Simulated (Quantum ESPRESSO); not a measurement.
A calculation with Quantum ESPRESSO 7.5 of Ir (native input, structure typed inline):

Contents of pw.in:

```
&CONTROL
  calculation = 'scf'
  prefix = 'pwscf'
  outdir = './tmp'
  pseudo_dir = './pseudo'
  tprnfor = .true.
  tstress = .true.
  disk_io = 'low'
/
&SYSTEM
  ibrav = 0
  nat = 1
  ntyp = 1
  ecutwfc = 45
  ecutrho = 360
  nbnd = 13
  occupations = 'smearing'
  smearing = 'fd'
  degauss = 0.00367493
/
&ELECTRONS
  conv_thr = 2d-10
  electron_maxstep = 120
  mixing_beta = 0.5
/
ATOMIC_SPECIES
Ir   192.2170 ir_pbesol_v1.2.uspp.F.UPF
CELL_PARAMETERS angstrom
   0.0000000000    1.9156000000    1.9156000000
   1.9156000000    0.0000000000    1.9156000000
   1.9156000000    1.9156000000    0.0000000000
ATOMIC_POSITIONS crystal
Ir     0.0000000000    0.0000000000    0.0000000000
K_POINTS automatic
12 12 12 0 0 0
```

Contents of pp_density.in:

```
&INPUTPP
  prefix = 'pwscf'
  outdir = './tmp'
  filplot = 'density.dat'
  plot_num = 0
/
&PLOT
  nfile = 1
  filepp(1) = 'density.dat'
  iflag = 3
  output_format = 6
  fileout = 'density.cube'
/
```

The input pp_potential.in:

```
&INPUTPP
  prefix = 'pwscf'
  outdir = './tmp'
  filplot = 'potential.dat'
  plot_num = 11
/
&PLOT
  nfile = 1
  filepp(1) = 'potential.dat'
  iflag = 3
  output_format = 6
  fileout = 'potential.cube'
/
```

Potentials or basis: GBRV 1.5 PBEsol.

The run is started by

```bash
$ OMP_NUM_THREADS=1 mpirun -n 2 pw.x -nk 2 -in pw.in > pw.out
$ OMP_NUM_THREADS=1 mpirun -n 1 pp.x -in pp_density.in > pp_density.out
$ OMP_NUM_THREADS=1 mpirun -n 1 pp.x -in pp_potential.in > pp_potential.out
```

Task: Write the same calculation in another form: ASE script, Cartesian positions.

Result: As run:

Contents of run.py:

```python
import numpy as np
from ase.calculators.espresso import Espresso, EspressoProfile
from ase.io import read

atoms = read('Ir.xyz')

input_data = {
    'control': {'calculation': 'scf', 'prefix': 'pwscf', 'outdir': './tmp', 'tprnfor': True, 'tstress': True, 'disk_io': 'nowf'},
    'system': {'ecutwfc': 45.0, 'ecutrho': 360.0, 'nbnd': 13, 'occupations': 'smearing', 'smearing': 'fd', 'degauss': 0.00367493},
    'electrons': {'conv_thr': 2e-10, 'electron_maxstep': 120, 'mixing_beta': 0.5},
}
pseudopotentials = {'Ir': 'ir_pbesol_v1.2.uspp.F.UPF'}
profile = EspressoProfile(command='mpirun -n 2 pw.x -nk 2', pseudo_dir='pseudo')
dft = Espresso(profile=profile, input_data=input_data, pseudopotentials=pseudopotentials, kpts=(12, 12, 12), koffset=(0, 0, 0))
atoms.calc = dft

print(f'energy {atoms.get_potential_energy():.8f} eV')
print('forces (eV/A)')
print(np.round(atoms.get_forces(), 6))
print('stress (eV/A^3, Voigt)')
print(np.round(atoms.get_stress(), 8))
print(f'Fermi level {dft.get_fermi_level():.4f} eV')
```

Contents of Ir.xyz:

```xyz
1
Lattice="0.0000000000 1.9156000000 1.9156000000 1.9156000000 0.0000000000 1.9156000000 1.9156000000 1.9156000000 0.0000000000" Properties=species:S:1:pos:R:3 pbc="T T T"
Ir     0.0000000000      0.0000000000      0.0000000000
```

Potentials or basis: GBRV 1.5 PBEsol.

Command:

```bash
$ OMP_NUM_THREADS=1 python run.py
```

Both were run:

|  | native input, structure typed inline | ASE script, Cartesian positions |
| --- | --- | --- |
| Pressure | -0.7 GPa | -0.7 GPa |
| Band gap on the k mesh | none (metal or under the smearing width) | none (metal or under the smearing width) |

Keys that steer only the numerical path or the files written may differ.
